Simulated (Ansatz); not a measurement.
**Re: strong compression**

An exercise on one series of results from a longer session: the logs are not shown, and one member is left open.

Method: DFT PBE, with the methods named in each step, in Ansatz 0.2.0.

### The structure to begin with

It takes space group Pm-3m (No. 221, cubic). The conventional cell has a = 2.528 Å, b = 2.528 Å, c = 2.528 Å, α = 90.00°, β = 90.00°, γ = 90.00°. Re (site symmetry m-3m) has 6 Re at 2.53 Å in its first shell of neighbours.

As a file:

```cif
data_structure
_symmetry_space_group_name_H-M 'P 1'
_symmetry_Int_Tables_number 1
_cell_length_a 2.5278
_cell_length_b 2.5278
_cell_length_c 2.5278
_cell_angle_alpha 90.000
_cell_angle_beta 90.000
_cell_angle_gamma 90.000
_cell_volume 16.15
loop_
_atom_site_label
_atom_site_type_symbol
_atom_site_fract_x
_atom_site_fract_y
_atom_site_fract_z
_atom_site_occupancy
Re1 Re 0.00000 0.00000 0.00000 1
```

Whether this phase is the stable one at these pressures isn't tested.

The first run:

input.yaml

```yaml
crystal:
  lattice:
    - [2.5277651634, 0.0, 0.0]
    - [0.0, 2.5277651634, 0.0]
    - [0.0, 0.0, 2.5277651634]
  atoms:
    - { symbol: Re, position: [0.0, 0.0, 0.0] }
kpoints:
  mp_grid: { grid: [15, 15, 15] }
scf:
  occupations: { method: fermi_dirac, width: 0.08 }
hamiltonian:
  xc: pbe
  pseudopotentials: { kind: paw }
output:
  forces: true
  stress: true
relax:
  f_tol: 0.005
  max_steps: 40
  cell: {}
```

Started as:

```
$ ansatz run input.yaml --threads 1 --pin off --max-ram 2048MiB --backend cpu --events-out ev --progress --plain --runs-dir out
```

Steps of the session up to this table: Cell relaxed at zero pressure, PAW; Volume scaled by 1, PAW; Volume scaled by 0.88, PAW; Volume scaled by 0.78, PAW; Volume scaled by 0.68, PAW; Volume scaled by 0.58, PAW; Volume scaled by 0.5, PAW; Volume scaled by 0.43, PAW; Volume scaled by 0.43, PAW (level accurate).

One table of the session follows, with a row left open; its other results are not shown here.

```
              method  volume over the first  volume (Å³/atom)  pressure (GPa)
                 PAW                      1            17.138           -0.01
                 PAW                   0.88            15.082           43.43
                 PAW                   0.78            13.368          110.07
                 PAW                   0.68            11.654          229.77
                 PAW                   0.58             9.940          455.02
                 PAW                    0.5                 ?               ?
                 PAW                   0.43             7.369         1327.99
PAW (level accurate)                   0.43             7.369         1317.14
```

Q: Estimate the row for PAW, 0.5 from the others.

**Answer.** volume (Å³/atom): 8.569; pressure (GPa): 788.32. In the column «volume (Å³/atom)» it lies between PAW (level accurate), 0.43 (7.369) and PAW, 0.58 (9.940).

Caveats from the session: At pressures up to 1328 GPa the PAW spheres may overlap and frozen cores may not hold, so those PAW values are rough without an all-electron check.
